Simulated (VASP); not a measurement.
# MgO: convergence, infrared activities and static dielectric tensor

MgO, Fm-3m (no. 225), 2 atoms in the cell. PBEsol, infrared activities and static dielectric tensor; PAW potentials Mg, O (PBE set). VASP 6.6.1.

Wanted: optical frequencies within 3 cm⁻¹; high-frequency dielectric tensor within 1 %; static dielectric tensor within 3 %; Born charges within 0.03 e.

Geometry: relaxed with this functional.

POSCAR:
```
MgO
1.0
    0.0000000000      2.1038919994      2.1038919994
    2.1038919994      0.0000000000      2.1038919994
    2.1038919994      2.1038919994      0.0000000000
Mg O
1 1
Direct
    0.0000000000      0.0000000000      0.0000000000
    0.5000000000      0.5000000000      0.5000000000
```

The series start from k mesh: 10x10x10; Plane-wave cutoff (eV): 520; SCF threshold (eV): 1e-8; Precision mode: Accurate; Method: perturbation theory (IBRION 8, LEPSILON); Projectors in real space: False. Each series keeps the choices made before it, and each single choice may use up half of a tolerance.

## k mesh

| k mesh | Optical frequencies, largest deviation (cm⁻¹) | High-frequency dielectric tensor | Static dielectric tensor | Born charges, largest deviation (e) | SCF iterations | Time (s) |
|---|---|---|---|---|---|---|
| 6x6x6 | 0.0 | 3.188 | 10.01 | 0.003 | 96 | 38 |
| 8x8x8 | 0.0 | 3.166 | 9.966 | 0.000 | 102 | 46 |
| 10x10x10 | 0.0 | 3.163 | 9.961 | 0.000 | 95 | 65 |
| 12x12x12 | 0.0 | 3.163 | 9.961 | 0.000 | 94 | 103 |
| 16x16x16 (reference) | 0.0 | 3.163 | 9.961 | 0.000 | 95 | 188 |

Chosen: 8x8x8, the loosest value from which every tighter one stays within half of the tolerance.

## Plane-wave cutoff (eV)

| Plane-wave cutoff (eV) | Optical frequencies, largest deviation (cm⁻¹) | High-frequency dielectric tensor | Static dielectric tensor | Born charges, largest deviation (e) | SCF iterations | Time (s) |
|---|---|---|---|---|---|---|
| 320 | 6.8 | 3.132 | 9.567 | 0.027 | 98 | 43 |
| 400 | 0.2 | 3.159 | 9.97 | 0.003 | 98 | 44 |
| 460 | 1.5 | 3.164 | 9.955 | 0.001 | 103 | 55 |
| 520 | 1.5 | 3.166 | 9.966 | 0.000 | 102 | 46 |
| 600 | 1.4 | 3.165 | 9.967 | 0.000 | 96 | 57 |
| 720 (reference) | 0.0 | 3.164 | 10.01 | 0.000 | 103 | 105 |

Chosen: 520.

## SCF threshold (eV)

| SCF threshold (eV) | Optical frequencies, largest deviation (cm⁻¹) | High-frequency dielectric tensor | Static dielectric tensor | Born charges, largest deviation (e) | SCF iterations | Time (s) |
|---|---|---|---|---|---|---|
| 1e-5 | 0.5 | 3.166 | 9.975 | 0.000 | 70 | 43 |
| 1e-6 | 0.6 | 3.166 | 9.947 | 0.000 | 76 | 46 |
| 1e-7 | 0.0 | 3.166 | 9.967 | 0.000 | 90 | 52 |
| 1e-8 (reference) | 0.0 | 3.166 | 9.966 | 0.000 | 102 | 46 |

Chosen: 1e-5.

## Precision mode

| Precision mode | Optical frequencies, largest deviation (cm⁻¹) | High-frequency dielectric tensor | Static dielectric tensor | Born charges, largest deviation (e) | SCF iterations | Time (s) |
|---|---|---|---|---|---|---|
| Accurate | 0.0 | 3.166 | 9.975 | 0.000 | 70 | 43 |
| Normal | 0.6 | 3.166 | 9.992 | 0.000 | 70 | 33 |
| Single | 0.7 | 3.166 | 9.955 | 0.000 | 70 | 25 |

Chosen: Single, the fastest of those that stay within half of the tolerance.

## Method

| Method | Optical frequencies, largest deviation (cm⁻¹) | High-frequency dielectric tensor | Static dielectric tensor | Born charges, largest deviation (e) | SCF iterations | Time (s) |
|---|---|---|---|---|---|---|
| perturbation theory (IBRION 8, LEPSILON) | 0.0 | 3.166 | 9.955 | 0.000 | 70 | 25 |
| IBRION 6 with LEPSILON | 2.2 | 3.166 | 9.89 | 0.000 | 69 | 24 |
| IBRION 8, LEPSILON, LPEAD | 0.0 | 3.161 | 9.946 | 0.001 | 55 | 28 |

Chosen: perturbation theory (IBRION 8, LEPSILON); no other choice that stays within half of the tolerance saves 30 % of the time.

## Projectors in real space

| Projectors in real space | Optical frequencies, largest deviation (cm⁻¹) | High-frequency dielectric tensor | Static dielectric tensor | Born charges, largest deviation (e) | SCF iterations | Time (s) |
|---|---|---|---|---|---|---|
| False | 0.0 | 3.166 | 9.955 | 0.000 | 70 | 25 |
| Auto | 8.3 | 3.166 | 10.09 | 0.000 | 70 | 46 |

Chosen: False.

## All choices together

| Input | Optical frequencies, largest deviation (cm⁻¹) | High-frequency dielectric tensor | Static dielectric tensor | Born charges, largest deviation (e) | Time (s) |
|---|---|---|---|---|---|
| program defaults, KSPACING-like mesh of 0.5 per A (naive) | 1.5 | 3.166 | 9.961 | 0.000 | 8.3 |
| chosen settings | 1.7 | 3.166 | 9.955 | 0.001 | 25 |
| reference settings throughout | 0.0 | 3.161 | 10 | 0.000 | 263 |

The tolerance is met.

Values of the reference run: Optical frequencies: 392.9, 392.9, 392.9 cm⁻¹.

## The input

INCAR:
```
SYSTEM = MgO
PREC     = Single         ! precision mode
ENCUT    = 520            ! plane-wave cutoff, eV
EDIFF    = 1E-5           ! SCF threshold, eV
ISMEAR   = 0              ! smearing method
SIGMA    = 0.02           ! smearing width, eV
LREAL    = .FALSE.        ! projectors in reciprocal space
LASPH    = .TRUE.         ! aspherical terms in the spheres
ALGO     = Normal         ! electronic algorithm
NELM     = 120            ! most SCF steps
LWAVE    = .FALSE.        ! write WAVECAR
LCHARG   = .FALSE.        ! write CHGCAR
GGA      = PS             ! functional
IBRION   = 8              ! ionic algorithm
NSW      = 1              ! ionic steps
LEPSILON = .TRUE.         ! dielectric tensor by DFPT
KPAR     = 2             
```

KPOINTS:
```
Automatic mesh
0
Gamma
  8 8 8
  0 0 0
```

Commands:
```
cat potpaw_PBE.64/Mg/POTCAR potpaw_PBE.64/O/POTCAR > POTCAR
mpirun -np 2 vasp_std > vasp.out
```

The naive input happens to agree within the tolerance here, in 8.3 s.

The chosen input took VASP 6.6.1 25 s on 2 cores (Intel Xeon Platinum 8488C (Sapphire Rapids)), a shared host.

## An input that fails: band parallelism (NCORE) with linear response

VASP's message: VASP internal routines have requested a change of the k-point set. Unfortunately, this is only possible if NPAR=number of nodes. Please remove the tag NPAR from the INCAR file and restart the ….

Changes against the starting input:
```
- KPAR = 2
+ KPAR = 1
+ NCORE = 2
```
